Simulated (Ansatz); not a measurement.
# Fe (P6_3/mmc): energy and pressure against volume

How does Fe (P6_3/mmc) respond to strong compression and slight expansion?

Program: Ansatz 0.2.0. Level of theory: DFT PBE, scalar-relativistic, plane waves, PAW. These are calculated values, not measurements.

## 1. Starting point

It takes space group Cmcm (No. 63, orthorhombic). The conventional cell has a = 2.437 Å, b = 4.373 Å, c = 3.964 Å, α = 90.00°, β = 90.00°, γ = 90.00°. Fe (site symmetry m2m) is surrounded by 12 Fe at 2.43 to 2.50 Å.

Structure file:

```cif
data_structure
_symmetry_space_group_name_H-M 'P 1'
_symmetry_Int_Tables_number 1
_cell_length_a 2.4365
_cell_length_b 3.9644
_cell_length_c 4.3732
_cell_angle_alpha 90.000
_cell_angle_beta 90.000
_cell_angle_gamma 90.000
_cell_volume 42.24
loop_
_atom_site_label
_atom_site_type_symbol
_atom_site_fract_x
_atom_site_fract_y
_atom_site_fract_z
_atom_site_occupancy
Fe1 Fe 0.00000 0.75000 0.65977 1
Fe2 Fe 0.50000 0.25000 0.84023 1
Fe3 Fe 0.50000 0.75000 0.15977 1
Fe4 Fe 0.00000 0.25000 0.34023 1
```

This cell comes from an earlier session at PBE: 10.561 Å³/atom at 0.00 GPa, on a 18×12×10 mesh. The large moments point both ways and cancel.

## 2. Volume × 0.96

File input.yaml:

```yaml
crystal:
  lattice:
    - [-2.4036072231, 0.0, 0.0]
    - [0.0, 0.0, -3.9108633035]
    - [1.0e-10, -4.3140475225, 0.0]
  atoms:
    - { symbol: Fe, position: [0.0, -0.25, -0.3402272153], spin: 1.42 }
    - { symbol: Fe, position: [-0.5, -0.75, -0.1597732245], spin: -1.42 }
    - { symbol: Fe, position: [0.5, -0.25, 0.1597732245], spin: -1.42 }
    - { symbol: Fe, position: [0.0, -0.75, 0.3402272153], spin: 1.42 }
basis:
  ecutwfc: 420
  ecutrho_ratio: 4
kpoints:
  mp_grid: { grid: [18, 12, 10] }
hamiltonian:
  xc: pbe
scf:
  occupations: { method: gaussian, width: 0.05 }
output:
  forces: true
  stress: true
  eigenvalues: true
  populations: true
magnetization:
  spin_polarized: true
relax:
  f_tol: 0.01
  max_steps: 40
  cell: { stress_tol: 0.1, fix: [volume] }
```

Launch:

```sh
$ ansatz run input.yaml --threads 1 --pin off --max-ram 2560MiB --backend cpu --events-out ev --progress --plain --runs-dir out
```

After this run come: Volume × 1.04; Volume × 0.92; Volume × 0.88; Volume × 0.84; Volume × 0.8.

Before running it: what results should come out? Wanted: range of pressure; V0; B0; B0′.

As calculated:

| quantity | value |
| --- | --- |
| range of pressure | -6.8 to 83.7 GPa |
| V0 (fit) | 10.57 Å³/atom |
| B0 (fit) | 184 GPa |
| B0′ (fit) | 6.37 |

**Reading.** A third-order Birch-Murnaghan fit follows the points with an rms miss of 0.46 meV/atom. The k mesh is not the same at all volumes. Shape and atoms relax at each volume. The space group changes along the series. The moment falls from 1.48 to 0.00 μB under compression, as the bands widen. Other structures may be lower in enthalpy at these pressures.
